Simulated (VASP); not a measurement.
# ZnO (zincite) (P6_3mc) in VASP: notebook

Runs on ZnO (zincite). Level: PBE. Tasks: relaxation of shape and atoms at fixed volume.

All numbers are computed with VASP 6.6.1; they aren't measurements. Logs are shortened: lines on timing, memory, paths and dates and some standing lists are left out, and cuts for length are marked.

### 1 The undisturbed crystal

Symmetry: P6_3mc, No. 186, hexagonal system. The conventional cell has a = 3.249 Å, b = 3.249 Å, c = 5.206 Å, α = 90.00°, β = 90.00°, γ = 120.00°. Around Zn (site symmetry 3m) lie 4 O at 1.97 to 1.98 Å. O (site symmetry 3m) has 4 Zn at 1.97 to 1.98 Å as nearest neighbours.

### 2 Relaxation of shape and atoms at fixed volume, PBE (a relaxed cell with its volume scaled by 0.96)

The input, INCAR:

```
SYSTEM = ZnO
PREC = Accurate
ENCUT = 300
EDIFF = 1E-7
ISMEAR = 0
SIGMA = 0.03
LREAL = .FALSE.
LASPH = .TRUE.
NELM = 80
ALGO = Normal
ISIF = 4
LWAVE = .FALSE.
LCHARG = .FALSE.
GGA = PE
IBRION = 2
NSW = 40
EDIFFG = -0.01
```

The input, KPOINTS:

```
Automatic mesh
0
G
  5 5 3
  0 0 0
```

The input, POSCAR:

```
ZnO                                     
1.0
    3.2349674186      0.0000000000      0.0000000000
   -1.6174837093      2.8015639649      0.0000000000
    0.0000000000      0.0000000000      5.2167173357
  Zn              O             
     2     2
Direct
     0.3333333332999970    0.6666666667000030    0.4999111560273977
     0.6666666667000030    0.3333333332999970    0.9999111560273976
     0.6666666667000030    0.3333333332999970    0.3790988439726033
     0.3333333332999970    0.6666666667000030    0.8790988439726034
```

Potentials or basis: VASP PAW PBE potentials, release 64 (Zn, O_s).

Run with:

```bash
> cat potpaw_PBE.64/Zn/POTCAR potpaw_PBE.64/O_s/POTCAR > POTCAR
> mpirun -np 1 vasp_std > vasp.out
```

OUTCAR:

```text
SYSTEM = ZnO
   PREC = Accurate
   ENCUT = 300
   EDIFF = 1E-7
   ISMEAR = 0
   LREAL = .FALSE.
   LASPH = .TRUE.
   NELM = 80
   ISIF = 4
   GGA = PE
   IBRION = 2
   NSW = 40
   EDIFFG = -0.01

 ion  position               nearest neighbor table
   1  0.333  0.667  0.500-   3 1.97   3 1.97   3 1.97   4 1.98
   2  0.667  0.333  1.000-   4 1.97   4 1.97   4 1.97   3 1.98
   3  0.667  0.333  0.379-   1 1.97   1 1.97   1 1.97   2 1.98
   4  0.333  0.667  0.879-   2 1.97   2 1.97   2 1.97   1 1.98

  LATTYP: Found a hexagonal cell.
 ALAT       =     3.2349674186
 C/A-ratio  =     1.6126027439

  Lattice vectors:

 A1 = (   3.2349674186,   0.0000000000,   0.0000000000)
 A2 = (  -1.6174837093,   2.8015639649,   0.0000000000)
 A3 = (   0.0000000000,   0.0000000000,   5.2167173357)

Analysis of symmetry for initial positions (statically):
=====================================================================
 Subroutine PRICEL returns:
 Original cell was already a primitive cell.

 Routine SETGRP: Setting up the symmetry group for a
 hexagonal supercell.

 Subroutine GETGRP returns: Found 12 space group operations
 (whereof  6 operations were pure point group operations)
 out of a pool of 24 trial point group operations.

The static configuration has the point symmetry C_3v.
 The point group associated with its full space group is C_6v.

Analysis of symmetry for dynamics (positions and initial velocities):
=====================================================================
 Subroutine PRICEL returns:
 Original cell was already a primitive cell.

 Routine SETGRP: Setting up the symmetry group for a
 hexagonal supercell.

 Subroutine GETGRP returns: Found 12 space group operations
 (whereof  6 operations were pure point group operations)
 out of a pool of 24 trial point group operations.

The dynamic configuration has the point symmetry C_3v.
 The point group associated with its full space group is C_6v.

 Subroutine INISYM returns: Found 12 space group operations
 (whereof  6 operations are pure point group operations),
 and found     1 'primitive' translations

----------------------------------------------------------------------------------------

                                     Primitive cell

  volume of cell :      47.2789

  direct lattice vectors                    reciprocal lattice vectors
     3.234967419  0.000000000  0.000000000     0.309122124  0.178471742  0.000000000
    -1.617483709  2.801563965  0.000000000     0.000000000  0.356943483  0.000000000
     0.000000000  0.000000000  5.216717336     0.000000000  0.000000000  0.191691429

  length of vectors
     3.234967419  3.234967419  5.216717336     0.356943483  0.356943483  0.191691429

  position of ions in fractional coordinates (direct lattice)
     0.333333333  0.666666667  0.499911156
     0.666666667  0.333333333  0.999911156
     0.666666667  0.333333333  0.379098844
     0.333333333  0.666666667  0.879098844

  ion indices of the primitive-cell ions
   primitive index   ion index
                 1           1
                 2           2
                 3           3
                 4           4

----------------------------------------------------------------------------------------

 KPOINTS: Automatic mesh

Automatic generation of k-mesh.
 Grid dimensions read from file:
 generate k-points for:    5    5    3

 Generating k-lattice:

  Cartesian coordinates                     Fractional coordinates (reciprocal lattice)
     0.061824425  0.035694348  0.000000000     0.200000000  0.000000000  0.000000000
     0.000000000  0.071388697  0.000000000     0.000000000  0.200000000  0.000000000
     0.000000000  0.000000000  0.063897143     0.000000000  0.000000000  0.333333333

  Length of vectors
     0.071388697  0.071388697  0.063897143

  Shift w.r.t. Gamma in fractional coordinates (k-lattice)
     0.000000000  0.000000000  0.000000000

 Subroutine IBZKPT returns following result:
 ===========================================

 Found     10 irreducible k-points:

 Following reciprocal coordinates:
            Coordinates               Weight
  0.000000  0.000000  0.000000      1.000000
  0.200000  0.000000  0.000000      6.000000
  0.400000  0.000000  0.000000      6.000000
  0.200000  0.200000  0.000000      6.000000
  0.400000  0.200000  0.000000      6.000000
  0.000000  0.000000  0.333333      2.000000
  0.200000  0.000000  0.333333     12.000000
  0.400000  0.000000  0.333333     12.000000
  0.200000  0.200000  0.333333     12.000000
  0.400000  0.200000  0.333333     12.000000
   k-points           NKPTS =     10   k-points in BZ     NKDIM =     10   number of bands    NBANDS=     22
   number of dos      NEDOS =    301   number of ions     NIONS =      4
   total plane-waves  NPLWV =   9720
   dimension x,y,z NGX =    18 NGY =   18 NGZ =   30
   dimension x,y,z NGXF=    36 NGYF=   36 NGZF=   60
   ions per type =               2   2
   NGX,Y,Z   is equivalent  to a cutoff of   9.25,  9.25,  9.56 a.u.
   NGXF,Y,Z  is equivalent  to a cutoff of  18.50, 18.50, 19.12 a.u.
 SYSTEM =  ZnO
   PREC   = accura    normal or accurate (medium, high low for compatibility)
   ISTART =      0    job   : 0-new  1-cont  2-samecut
   ICHARG =      2    charge: 1-file 2-atom 10-const
   ISPIN  =      1    spin polarized calculation?
   LNONCOLLINEAR =      F non collinear calculations
   LSORBIT =      F    spin-orbit coupling
   LASPH  =      T    aspherical Exc in radial PAW
   ENCUT  =  300.0 eV  22.05 Ry    4.70 a.u.   4.57  4.57  7.37*2*pi/ulx,y,z
   NELM   =     80;   NELMIN=  2; NELMDL= -5     # of ELM steps
   EDIFF  = 0.1E-06   stopping-criterion for ELM
   LREAL  =      F    real-space projection
   EDIFFG = -.1E-01   stopping-criterion for IOM
   NSW    =     40    number of steps for IOM
   IBRION =      2    ionic relax: 0-MD 1-quasi-New 2-CG
   NFREE  =      1    steps in history (QN), initial steepest desc. (CG)
   ISIF   =      4    stress and relaxation
   ISYM   =      2    0-nonsym 1-usesym 2-fastsym
   POTIM  = 0.5000    time-step for ionic-motion
   TEBEG  =    0.0;   TEEND  =   0.0 temperature during run
   PSTRESS=    0.0 pullay stress
   NELECT =      36.0000    total number of electrons
   NUPDOWN=      -1.0000    fix difference up-down
   EMIN   =  10.00;   EMAX   =-10.00  energy-range for DOS
   EFERMI =   0.00;   METHOD = LEGACY
   ISMEAR =     0;   SIGMA  =   0.03  broadening in eV -4-tet -1-fermi 0-gaus
   EFERMI_NEDOS =   21; number of points for ismear=-14 and -15
   IALGO  =     38    algorithm
   IMIX   =      4    mixing-type and parameters
     AMIX     =   0.40;   BMIX     =  1.00
     AMIX_MAG =   1.60;   BMIX_MAG =  1.00
  volume/ion in A,a.u.               =      11.82        79.76
  Fermi-wavevector in a.u.,A,eV,Ry     =   1.494926  2.825001 30.406358  2.234804
  Thomas-Fermi vector in A             =   2.607136
   LORBIT       =      0    0 simple, 1 ext, 2 COOP (PROOUT), +10 PAW based schemes
   GGA     = PE    functional components
   LHFCALC =     F    Hartree Fock is set to
   AEXX    =    0.0000 exact exchange contribution
   IVDW    =     0    specifies the selected vdW correction
   LEPSILON=     F    determine dielectric tensor
   LRPA    =     F    only Hartree local field effects (RPA)
 conjugate gradient relaxation of ions
 non-spin polarized calculation
 Gauss-broadening in eV      SIGMA  =   0.03
  energy-cutoff  :      300.00
  volume of cell :       47.28
 maximum number of plane-waves:       578
 NGX is ok and might be reduce to    18
   NGX =  9   NGY =  9   NGZ = 15

 number of electron      36.0000187 magnetization

 Free energy of the ion-electron system (eV)
  ---------------------------------------------------
  ext. energy  EPLUGINS =         0.00000000
  ---------------------------------------------------
  free energy    TOTEN  =       -17.79394301 eV

  energy without entropy =      -17.79394301  energy(sigma->0) =      -17.79394301

 E-fermi :   1.6817     XC(G=0): -10.9510

 val. band max:        1.5218637833   @ k =   0.0000   0.0000   0.0000
 cond. band min:       2.3029862827   @ k =   0.0000   0.0000   0.0000
 fundamental gap:      0.7811224994
 Fermi energy:         1.6817356580

 k-point     1 :       0.0000    0.0000    0.0000
  band No.  band energies     occupation
      1     -16.6317      2.00000
      2     -15.8971      2.00000
      3      -4.2007      2.00000
      4      -4.2007      2.00000
      5      -4.1902      2.00000
      6      -4.1540      2.00000
[... 14 lines left out ...]
     21       9.7337      0.00000
     22      14.4651      0.00000

 k-point     2 :       0.2000    0.0000    0.0000
  band No.  band energies     occupation
      1     -16.4235      2.00000
      2     -15.8099      2.00000
      3      -4.4099      2.00000
      4      -4.1003      2.00000
      5      -4.0886      2.00000
      6      -3.9961      2.00000
[... 14 lines left out ...]
     21       9.7044      0.00000
     22      11.8781      0.00000

 k-point     3 :       0.4000    0.0000    0.0000
  band No.  band energies     occupation
      1     -16.0211      2.00000
      2     -15.7062      2.00000
      3      -4.5095      2.00000
      4      -4.2094      2.00000
      5      -3.9551      2.00000
      6      -3.6743      2.00000
[... 14 lines left out ...]
     21       9.1377      0.00000
     22      10.1274      0.00000

 k-point     4 :       0.2000    0.2000    0.0000
  band No.  band energies     occupation
      1     -16.1122      2.00000
      2     -15.7155      2.00000
      3      -4.3680      2.00000
      4      -4.2243      2.00000
      5      -3.9306      2.00000
      6      -3.8512      2.00000
[... 14 lines left out ...]
     21      10.0927      0.00000
     22      10.5092      0.00000

 k-point     5 :       0.4000    0.2000    0.0000
  band No.  band energies     occupation
      1     -15.8560      2.00000
      2     -15.7151      2.00000
      3      -4.3009      2.00000
      4      -3.9635      2.00000
      5      -3.8705      2.00000
      6      -3.7177      2.00000
[... 14 lines left out ...]
     21       9.1648      0.00000
     22      10.0712      0.00000

 k-point     6 :       0.0000    0.0000    0.3333
  band No.  band energies     occupation
      1     -16.4543      2.00000
      2     -16.0880      2.00000
      3      -4.4222      2.00000
      4      -4.3304      2.00000
      5      -4.1703      2.00000
      6      -4.1703      2.00000
[... 14 lines left out ...]
     21      10.5786      0.00000
     22      13.0258      0.00000

 k-point     7 :       0.2000    0.0000    0.3333
  band No.  band energies     occupation
      1     -16.2716      2.00000
      2     -15.9650      2.00000
      3      -4.5156      2.00000
      4      -4.4373      2.00000
      5      -4.0419      2.00000
      6      -4.0322      2.00000
[... 14 lines left out ...]
     21      10.5352      0.00000
     22      11.9385      0.00000

 k-point     8 :       0.4000    0.0000    0.3333
  band No.  band energies     occupation
      1     -15.9372      2.00000
      2     -15.7793      2.00000
      3      -4.6285      2.00000
      4      -4.5170      2.00000
      5      -3.8573      2.00000
      6      -3.7375      2.00000
[... 14 lines left out ...]
     21       9.9523      0.00000
     22      10.2183      0.00000

 k-point     9 :       0.2000    0.2000    0.3333
  band No.  band energies     occupation
      1     -16.0093      2.00000
      2     -15.8117      2.00000
      3      -4.5104      2.00000
      4      -4.4290      2.00000
      5      -3.9422      2.00000
      6      -3.9319      2.00000
[... 14 lines left out ...]
     21      10.3910      0.00000
     22      10.6760      0.00000

 k-point    10 :       0.4000    0.2000    0.3333
  band No.  band energies     occupation
      1     -15.8144      2.00000
      2     -15.7437      2.00000
      3      -4.3926      2.00000
      4      -4.2973      2.00000
      5      -3.9728      2.00000
      6      -3.7528      2.00000
[... 14 lines left out ...]
     21       9.6897      0.00000
     22      10.2543      0.00000

------------------------ aborting loop because EDIFF is reached ----------------------------------------

  FORCE on cell =-STRESS in cart. coord.  units (eV):
  Direction    XX          YY          ZZ          XY          YZ          ZX
  --------------------------------------------------------------------------------------
  -------------------------------------------------------------------------------------
  Total        1.7905202      1.7905202      1.7849025      0.0000000      0.0000000      0.0000000
  in kB       60.6767144     60.6767144     60.4863413      0.0000000      0.0000000      0.0000000
  external PRESSURE =      60.6132567 kB  Pullay stress =       0.0000000 kB

 VOLUME and BASIS-vectors are now :
 -----------------------------------------------------------------------------
  energy-cutoff  :      300.00
  volume of cell :       47.28
      direct lattice vectors                 reciprocal lattice vectors
     3.234967419  0.000000000  0.000000000     0.309122124  0.178471742  0.000000000
    -1.617483709  2.801563965  0.000000000     0.000000000  0.356943483  0.000000000
     0.000000000  0.000000000  5.216717336     0.000000000  0.000000000  0.191691429

 POSITION                                       TOTAL-FORCE (eV/Angst)
 -----------------------------------------------------------------------------------
     -0.00000      1.86771      2.60790        -0.000000      0.000000     -0.002226
      1.61748      0.93385      5.21625         0.000000     -0.000000     -0.002226
      1.61748      0.93385      1.97765        -0.000000      0.000000      0.002226
     -0.00000      1.86771      4.58601         0.000000     -0.000000      0.002226
 -----------------------------------------------------------------------------------
    total drift:                               -0.000001     -0.000003     -0.004031

  FREE ENERGIE OF THE ION-ELECTRON SYSTEM (eV)
  ---------------------------------------------------
  free  energy   TOTEN  =       -17.7939430107 eV

  energy  without entropy=      -17.7939430107  energy(sigma->0) =      -17.79394301

 reached required accuracy - stopping structural energy minimisation
```

Run time: 13 s. Hardware: 1 thread of Intel Xeon Platinum 8488C (Sapphire Rapids), shared host; peak memory 0.12 GiB.

The run converged, but some of its settings lie outside the range that counts as converged, so its numbers aren't taken as properties of the crystal.

What came out:

```
Free energy            : -17.7939 eV
Band gap on the k mesh : 0.78 eV, direct
```

Caveat: the k mesh is coarse (spacing up to 0.45 Å⁻¹), so the values aren't converged; the cutoff is under 1.25 times the usual one of these potentials, so pressure, stress and relaxed cells hold a basis-set (Pulay) error; the relaxation stopped at its first step, so nothing moved.

(Part 1 of 2 ends here.)
